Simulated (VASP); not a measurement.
# WS2 (Fm-3m) in VASP: notebook

The runs below take WS2 through single point, with PBEsol.

Everything below comes from runs of VASP 6.6.1. Logs are shortened: lines on timing, memory, paths and dates and some standing lists are left out, and cuts for length are marked.

## 1. The structure

The structure is cubic, space group Fm-3m (No. 225). Conventional cell: a = 6.016 Å, b = 6.016 Å, c = 6.016 Å, α = 90.00°, β = 90.00°, γ = 90.00°. Around W (site symmetry m-3m) lie 8 S at 2.60 Å. Around S (site symmetry -43m) lie 4 W at 2.60 Å.

Measurements of this composition are mostly on another form, of space group No. 194.

## 2. Single point, PBEsol

The input, INCAR:

```
SYSTEM = WS2
PREC = Accurate
ENCUT = 520
EDIFF = 1E-6
ISMEAR = 0
SIGMA = 0.05
LREAL = .FALSE.
LASPH = .TRUE.
NELM = 60
ALGO = Normal
ISIF = 2
LWAVE = .FALSE.
LCHARG = .FALSE.
GGA = PS
NBANDS = 20
```

The input, KPOINTS:

```
Automatic mesh
0
G
  6 6 6
  0 0 0
```

The input, POSCAR:

```
WS2
1.0
    0.0000000000      3.0079352200      3.0079352200
    3.0079352200      0.0000000000      3.0079352200
    3.0079352200      3.0079352200      0.0000000000
W S
1 2
Direct
    0.0000000000      0.0000000000      0.0000000000
    0.2500000000      0.2500000000      0.2500000000
    0.7500000000      0.7500000000      0.7500000000
```

Potentials or basis: VASP PAW PBE potentials, release 64 (W_sv, S).

Run with:

```console
$ cat potpaw_PBE.64/W_sv/POTCAR potpaw_PBE.64/S/POTCAR > POTCAR
$ mpirun -np 1 vasp_std > vasp.out
```

OUTCAR:

```text
SYSTEM = WS2
   PREC = Accurate
   ENCUT = 520
   EDIFF = 1E-6
   ISMEAR = 0
   LREAL = .FALSE.
   LASPH = .TRUE.
   NELM = 60
   ISIF = 2
   GGA = PS

 ion  position               nearest neighbor table
   1  0.000  0.000  0.000-   3 2.60   3 2.60   3 2.60   2 2.60   3 2.60   2 2.60   2 2.60   2 2.60

   2  0.250  0.250  0.250-   1 2.60   1 2.60   1 2.60   1 2.60
   3  0.750  0.750  0.750-   1 2.60   1 2.60   1 2.60   1 2.60

  LATTYP: Found a face centered cubic cell.
 ALAT       =     6.0158704400

  Lattice vectors:

 A1 = (   0.0000000000,   3.0079352200,   3.0079352200)
 A2 = (   3.0079352200,   0.0000000000,   3.0079352200)
 A3 = (   3.0079352200,   3.0079352200,   0.0000000000)

Analysis of symmetry for initial positions (statically):
=====================================================================
 Subroutine PRICEL returns:
 Original cell was already a primitive cell.

 Routine SETGRP: Setting up the symmetry group for a
 face centered cubic supercell.

 Subroutine GETGRP returns: Found 48 space group operations
 (whereof 48 operations were pure point group operations)
 out of a pool of 48 trial point group operations.

The static configuration has the point symmetry O_h .

Analysis of symmetry for dynamics (positions and initial velocities):
=====================================================================
 Subroutine PRICEL returns:
 Original cell was already a primitive cell.

 Routine SETGRP: Setting up the symmetry group for a
 face centered cubic supercell.

 Subroutine GETGRP returns: Found 48 space group operations
 (whereof 48 operations were pure point group operations)
 out of a pool of 48 trial point group operations.

The dynamic configuration has the point symmetry O_h .

 Subroutine INISYM returns: Found 48 space group operations
 (whereof 48 operations are pure point group operations),
 and found     1 'primitive' translations

----------------------------------------------------------------------------------------

                                     Primitive cell

  volume of cell :      54.4296

  direct lattice vectors                    reciprocal lattice vectors
     0.000000000  3.007935220  3.007935220    -0.166226984  0.166226984  0.166226984
     3.007935220  0.000000000  3.007935220     0.166226984 -0.166226984  0.166226984
     3.007935220  3.007935220  0.000000000     0.166226984  0.166226984 -0.166226984

  length of vectors
     4.253862783  4.253862783  4.253862783     0.287913582  0.287913582  0.287913582

  position of ions in fractional coordinates (direct lattice)
     0.000000000  0.000000000  0.000000000
     0.250000000  0.250000000  0.250000000
     0.750000000  0.750000000  0.750000000

  ion indices of the primitive-cell ions
   primitive index   ion index
                 1           1
                 2           2
                 3           3

----------------------------------------------------------------------------------------

 KPOINTS: Automatic mesh

Automatic generation of k-mesh.
 Grid dimensions read from file:
 generate k-points for:    6    6    6

 Generating k-lattice:

  Cartesian coordinates                     Fractional coordinates (reciprocal lattice)
    -0.027704497  0.027704497  0.027704497     0.166666667  0.000000000  0.000000000
     0.027704497 -0.027704497  0.027704497     0.000000000  0.166666667  0.000000000
     0.027704497  0.027704497 -0.027704497     0.000000000  0.000000000  0.166666667

  Length of vectors
     0.047985597  0.047985597  0.047985597

  Shift w.r.t. Gamma in fractional coordinates (k-lattice)
     0.000000000  0.000000000  0.000000000

 Subroutine IBZKPT returns following result:
 ===========================================

 Found     16 irreducible k-points:

 Following reciprocal coordinates:
            Coordinates               Weight
  0.000000  0.000000  0.000000      1.000000
  0.166667  0.000000  0.000000      8.000000
  0.333333  0.000000  0.000000      8.000000
  0.500000  0.000000  0.000000      4.000000
  0.166667  0.166667  0.000000      6.000000
  0.333333  0.166667  0.000000     24.000000
[... 8 lines left out ...]
 -0.333333  0.333333  0.166667     24.000000
 -0.333333  0.500000  0.166667     12.000000
   k-points           NKPTS =     16   k-points in BZ     NKDIM =     16   number of bands    NBANDS=     20
   number of dos      NEDOS =    301   number of ions     NIONS =      3
   total plane-waves  NPLWV =  32768
   dimension x,y,z NGX =    32 NGY =   32 NGZ =   32
   dimension x,y,z NGXF=    64 NGYF=   64 NGZF=   64
   ions per type =               1   2
   NGX,Y,Z   is equivalent  to a cutoff of  12.51, 12.51, 12.51 a.u.
   NGXF,Y,Z  is equivalent  to a cutoff of  25.01, 25.01, 25.01 a.u.
 SYSTEM =  WS2
   PREC   = accura    normal or accurate (medium, high low for compatibility)
   ISTART =      0    job   : 0-new  1-cont  2-samecut
   ICHARG =      2    charge: 1-file 2-atom 10-const
   ISPIN  =      1    spin polarized calculation?
   LNONCOLLINEAR =      F non collinear calculations
   LSORBIT =      F    spin-orbit coupling
   LASPH  =      T    aspherical Exc in radial PAW
   ENCUT  =  520.0 eV  38.22 Ry    6.18 a.u.   7.91  7.91  7.91*2*pi/ulx,y,z
   NELM   =     60;   NELMIN=  2; NELMDL= -5     # of ELM steps
   EDIFF  = 0.1E-05   stopping-criterion for ELM
   LREAL  =      F    real-space projection
   EDIFFG = 0.1E-04   stopping-criterion for IOM
   NSW    =      0    number of steps for IOM
   IBRION =     -1    ionic relax: 0-MD 1-quasi-New 2-CG
   NFREE  =      0    steps in history (QN), initial steepest desc. (CG)
   ISIF   =      2    stress and relaxation
   ISYM   =      2    0-nonsym 1-usesym 2-fastsym
   POTIM  = 0.5000    time-step for ionic-motion
   TEBEG  =    0.0;   TEEND  =   0.0 temperature during run
   PSTRESS=    0.0 pullay stress
   NELECT =      26.0000    total number of electrons
   NUPDOWN=      -1.0000    fix difference up-down
   EMIN   =  10.00;   EMAX   =-10.00  energy-range for DOS
   EFERMI =   0.00;   METHOD = LEGACY
   ISMEAR =     0;   SIGMA  =   0.05  broadening in eV -4-tet -1-fermi 0-gaus
   EFERMI_NEDOS =   21; number of points for ismear=-14 and -15
   IALGO  =     38    algorithm
   IMIX   =      4    mixing-type and parameters
     AMIX     =   0.40;   BMIX     =  1.00
[... 54 lines left out ...]
      5      -7.8356      2.00000
      6      -4.3020      2.00000
[... 12 lines left out ...]
     19      13.0671      0.00000
     20      13.0671      0.00000

 k-point     3 :       0.3333    0.0000    0.0000
  band No.  band energies     occupation
      1     -67.2504      2.00000
      2     -31.4073      2.00000
      3     -31.3950      2.00000
      4     -31.3950      2.00000
      5      -7.1333      2.00000
      6      -5.1875      2.00000
[... 12 lines left out ...]
     19      14.7948      0.00000
     20      14.8419      0.00000

 k-point     4 :       0.5000    0.0000    0.0000
  band No.  band energies     occupation
      1     -67.2503      2.00000
      2     -31.4121      2.00000
      3     -31.3957      2.00000
      4     -31.3957      2.00000
      5      -6.4431      2.00000
      6      -5.8893      2.00000
[... 12 lines left out ...]
     19      14.1351      0.00000
     20      16.0297      0.00000

 k-point     5 :       0.1667    0.1667    0.0000
  band No.  band energies     occupation
      1     -67.2505      2.00000
      2     -31.3977      2.00000
      3     -31.3945      2.00000
      4     -31.3945      2.00000
      5      -7.7471      2.00000
      6      -4.4055      2.00000
[... 12 lines left out ...]
     19      13.0432      0.00000
     20      14.3691      0.00000

 k-point     6 :       0.3333    0.1667    0.0000
  band No.  band energies     occupation
      1     -67.2504      2.00000
      2     -31.4048      2.00000
      3     -31.3963      2.00000
      4     -31.3961      2.00000
      5      -7.1943      2.00000
      6      -5.0315      2.00000
[... 12 lines left out ...]
     19      14.1300      0.00000
     20      15.7550      0.00000

 k-point     7 :       0.5000    0.1667    0.0000
  band No.  band energies     occupation
      1     -67.2503      2.00000
      2     -31.4103      2.00000
      3     -31.3987      2.00000
      4     -31.3967      2.00000
      5      -6.4318      2.00000
      6      -5.7542      2.00000
[... 12 lines left out ...]
     19      14.5009      0.00000
     20      16.4640      0.00000

 k-point     8 :      -0.3333    0.1667    0.0000
  band No.  band energies     occupation
      1     -67.2503      2.00000
      2     -31.4087      2.00000
      3     -31.3992      2.00000
      4     -31.3957      2.00000
      5      -6.6804      2.00000
      6      -5.5396      2.00000
[... 12 lines left out ...]
     19      14.6629      0.00000
     20      15.3266      0.00000

 k-point     9 :      -0.1667    0.1667    0.0000
  band No.  band energies     occupation
      1     -67.2504      2.00000
      2     -31.4023      2.00000
      3     -31.3966      2.00000
      4     -31.3941      2.00000
      5      -7.4230      2.00000
      6      -4.8251      2.00000
[... 12 lines left out ...]
     19      13.3559      0.00000
     20      14.5713      0.00000

 k-point    10 :       0.3333    0.3333    0.0000
  band No.  band energies     occupation
      1     -67.2503      2.00000
      2     -31.4076      2.00000
      3     -31.3980      2.00000
      4     -31.3980      2.00000
      5      -6.8521      2.00000
      6      -5.2113      2.00000
[... 12 lines left out ...]
     19      14.4201      0.00000
     20      15.0516      0.00000

 k-point    11 :       0.5000    0.3333    0.0000
  band No.  band energies     occupation
      1     -67.2503      2.00000
      2     -31.4101      2.00000
      3     -31.4010      2.00000
      4     -31.3987      2.00000
      5      -6.3239      2.00000
      6      -5.5747      2.00000
[... 12 lines left out ...]
     19      15.1354      0.00000
     20      15.2606      0.00000

 k-point    12 :      -0.3333    0.3333    0.0000
  band No.  band energies     occupation
      1     -67.2503      2.00000
      2     -31.4065      2.00000
      3     -31.4058      2.00000
      4     -31.3976      2.00000
      5      -6.0691      2.00000
      6      -5.8939      2.00000
[... 12 lines left out ...]
     19      14.6374      0.00000
     20      16.7651      0.00000

 k-point    13 :       0.5000    0.5000    0.0000
  band No.  band energies     occupation
      1     -67.2502      2.00000
      2     -31.4125      2.00000
      3     -31.3997      2.00000
      4     -31.3997      2.00000
      5      -6.2312      2.00000
      6      -5.5253      2.00000
[... 12 lines left out ...]
     19      14.3129      0.00000
     20      15.1354      0.00000

 k-point    14 :       0.5000    0.3333    0.1667
  band No.  band energies     occupation
      1     -67.2503      2.00000
      2     -31.4076      2.00000
      3     -31.4008      2.00000
      4     -31.3972      2.00000
      5      -6.6195      2.00000
      6      -5.4667      2.00000
[... 12 lines left out ...]
     19      14.3507      0.00000
     20      16.4224      0.00000

 k-point    15 :      -0.3333    0.3333    0.1667
  band No.  band energies     occupation
      1     -67.2503      2.00000
      2     -31.4081      2.00000
      3     -31.4035      2.00000
      4     -31.3982      2.00000
      5      -6.0588      2.00000
      6      -5.9057      2.00000
[... 12 lines left out ...]
     19      14.1901      0.00000
     20      16.4518      0.00000

 k-point    16 :      -0.3333    0.5000    0.1667
  band No.  band energies     occupation
      1     -67.2503      2.00000
      2     -31.4093      2.00000
      3     -31.4029      2.00000
      4     -31.3997      2.00000
      5      -6.0780      2.00000
      6      -5.7287      2.00000
[... 12 lines left out ...]
     19      14.5863      0.00000
     20      15.1714      0.00000

------------------------ aborting loop because EDIFF is reached ----------------------------------------

  FORCE on cell =-STRESS in cart. coord.  units (eV):
  Direction    XX          YY          ZZ          XY          YZ          ZX
  --------------------------------------------------------------------------------------
  -------------------------------------------------------------------------------------
  Total       -4.8339065     -4.8339065     -4.8339065      0.0000000      0.0000000     -0.0000000
  in kB     -142.2896771   -142.2896771   -142.2896771      0.0000000      0.0000000     -0.0000000
  external PRESSURE =    -142.2896771 kB  Pullay stress =       0.0000000 kB

 VOLUME and BASIS-vectors are now :
 -----------------------------------------------------------------------------
  energy-cutoff  :      520.00
  volume of cell :       54.43
      direct lattice vectors                 reciprocal lattice vectors
     0.000000000  3.007935220  3.007935220    -0.166226984  0.166226984  0.166226984
     3.007935220  0.000000000  3.007935220     0.166226984 -0.166226984  0.166226984
     3.007935220  3.007935220  0.000000000     0.166226984  0.166226984 -0.166226984

 POSITION                                       TOTAL-FORCE (eV/Angst)
 -----------------------------------------------------------------------------------
      0.00000      0.00000      0.00000        -0.000000     -0.000000      0.000000
      1.50397      1.50397      1.50397         0.000000      0.000000      0.000000
      4.51190      4.51190      4.51190        -0.000000     -0.000000     -0.000000
 -----------------------------------------------------------------------------------
    total drift:                                0.000000     -0.000000      0.000000

  FREE ENERGIE OF THE ION-ELECTRON SYSTEM (eV)
  ---------------------------------------------------
  free  energy   TOTEN  =       -22.5735345823 eV

  energy  without entropy=      -22.5657235023  energy(sigma->0) =      -22.56962904
```

It took 20 s on 1 thread of Intel Xeon Platinum 8488C (Sapphire Rapids), shared host; peak memory 0.17 GiB.

What came out:

| Property | Result |
| --- | --- |
| Free energy | -22.5735 eV |
| Pressure | -14.2 GPa |
| Band gap on the k mesh | none (metal or under the smearing width) |

Levels at points of the mesh, in eV from the Fermi level:
```
           k point  band 9  band 10  band 11  band 12  band 13  band 14  band 15  band 16  band 17  band 18
(0.00, 0.00, 0.00)   -5.96    -0.88    -0.88    -0.84    -0.84    -0.84     4.41     4.41     4.41     4.52
(0.50, 0.00, 0.00)   -4.42    -3.21    -3.13    -3.13    -0.38    -0.38     1.60     4.08     4.08     6.50
(0.50, 0.50, 0.00)   -5.11    -2.56    -2.56    -1.15     0.20     0.54     1.74     3.31     3.31     5.48
```

Caveat: the PAW data sets were made with another functional, which shifts forces and pressure a little.

## 3. Single point, PBEsol, non-collinear spin, random start

The input, INCAR:

```
SYSTEM = WS2
ALGO = Normal
EDIFF = 1E-6
ENCUT = 520
GGA = PS
ISIF = 2
ISMEAR = 0
LASPH = .True.
LCHARG = .False.
LMAXMIX = 4
LNONCOLLINEAR = .True.
LORBIT = 11
LREAL = .False.
LWAVE = .False.
MAGMOM = -0.009 0.003 -0.001 0 0 0 0 0 0
NELM = 60
PREC = Accurate
SIGMA = 0.05
```

The input, KPOINTS:

```
k-points
0
Gamma
  6 6 6
  0 0 0
```

POSCAR is that of step 2.

Potentials or basis: VASP PAW PBE potentials, release 64 (W_sv, S).

Run with:

```console
$ cat potpaw_PBE.64/W_sv/POTCAR potpaw_PBE.64/S/POTCAR > POTCAR
$ mpirun -np 1 vasp_ncl > vasp.out
```

It took 15 min on 1 thread of Intel Xeon Platinum 8488C (Sapphire Rapids), shared host; peak memory 0.48 GiB.

Results (log left out):

| Quantity | Value |
| --- | --- |
| Free energy | -22.5735 eV |
| Pressure | -14.2 GPa |
| Band gap on the k mesh | none (metal or under the smearing width) |
| Net moment | 0.00 μB per cell |
| Valence electrons inside the program's atomic spheres | W 11.74; S 3.62 |

Levels at points of the mesh, in eV from the Fermi level:
```
           k point  band 23  band 24  band 25  band 26  band 27  band 28  band 29  band 30
(0.00, 0.00, 0.00)    -0.84    -0.84    -0.84    -0.84    -0.84    -0.84     4.41     4.41
(0.50, 0.00, 0.00)    -3.13    -3.13    -0.38    -0.38    -0.38    -0.38     1.60     1.60
(0.00, 0.50, 0.00)    -3.13    -3.13    -0.38    -0.38    -0.38    -0.38     1.60     1.60
(0.00, 0.00, 0.50)    -3.13    -3.13    -0.38    -0.38    -0.38    -0.38     1.60     1.60
(0.50, 0.50, 0.50)    -3.13    -3.13    -0.38    -0.38    -0.38    -0.38     1.60     1.60
(0.50, 0.50, 0.00)    -1.15    -1.15     0.20     0.20     0.54     0.54     1.74     1.74
(0.00, 0.50, 0.50)    -1.15    -1.15     0.20     0.20     0.54     0.54     1.74     1.74
(0.50, 0.00, 0.50)    -1.15    -1.15     0.20     0.20     0.54     0.54     1.74     1.74
```

Moments on the atoms (μB; x, y, z):
```
W   0.00 0.00 0.00
S   0.00 0.00 0.00
S   0.00 0.00 0.00
```

Caveat: the PAW data sets were made with another functional, which shifts forces and pressure a little. The run has no spin-orbit coupling, so splittings on W are missing.

## 4. Single point, PBEsol, collinear spin, ferromagnetic start

The input, INCAR:

```
  ALGO = Normal
  EDIFF = 1E-7
  ENCUT = 520
  GGA = PS
  ISIF = 2
  ISMEAR = 0
  ISPIN = 2
  LASPH = T
  LCHARG = F
  LMAXMIX = 4
  LORBIT = 11
  LREAL = F
  LWAVE = F
  MAGMOM = 0.5 0 0
  NELM = 60
  PREC = Accurate
  SIGMA = 0.05
```

The input, KPOINTS:

```
k-points
0
Gamma
  6 6 6
```

POSCAR is that of step 3.

Run with:

```console
$ cat potpaw_PBE.64/W_sv/POTCAR potpaw_PBE.64/S/POTCAR > POTCAR
$ mpirun -np 1 vasp_std > vasp.out
```

Run time: 63 s. Hardware: 1 thread of AMD EPYC 7R43 (Zen 3), shared host; peak memory 0.18 GiB.

The run converged. Its results:

```yaml
Free_energy: -22.7289 eV
Pressure: -10.7 GPa
Band_gap_on_the_k_mesh: none (metal or under the smearing width)
Net_moment: 1.75 μB per cell
Site_moments: W +1.40; S -0.04 μB
Valence_electrons_inside_the_program's_atomic_spheres: W 11.73; S 3.64
```

Levels at points of the mesh, in eV from the Fermi level:
Spin up:
```tsv
k point	band 12	band 13	band 14	band 15	band 16	band 17
(0.00, 0.00, 0.00)	-0.92	-0.92	-0.92	4.04	4.04	4.05
(0.50, 0.00, 0.00)	-3.24	-1.08	-1.08	1.16	3.67	3.67
(0.50, 0.50, 0.00)	-1.78	-0.63	0.49	1.27	3.07	3.07
```
Spin down:
| k point | band 10 | band 11 | band 12 | band 13 | band 14 | band 15 |
| --- | --- | --- | --- | --- | --- | --- |
| (0.00, 0.00, 0.00) | -0.88 | -0.88 | -0.88 | -0.32 | -0.32 | 4.57 |
| (0.50, 0.00, 0.00) | -3.23 | -3.15 | -3.15 | 0.15 | 0.15 | 1.82 |
| (0.50, 0.50, 0.00) | -2.45 | -2.45 | -0.69 | 0.49 | 0.89 | 1.97 |

Caveat: the PAW data sets were made with another functional, which shifts forces and pressure a little.

## 5. Overview

```tsv
spin	gap on the mesh (eV)	pressure (GPa)	moment (μB)
off	none	-14.2	-
non-collinear, random start	none	-14.2	0.00
collinear, ferromagnetic start	none	-10.7	1.75
```

Alike in all rows: task single point; level PBEsol; potentials or basis VASP PAW PBE potentials, release 64 (W_sv, S); cell as given; k mesh 6 × 6 × 6; cutoff (eV) 520; smearing gaussian 0.05 eV.

Every run on the cell as given and a fine mesh finds a metal.

Caveats: the PAW data sets were made with another functional, which shifts forces and pressure a little.

Absolute energies hang on the potentials; compare differences alone.
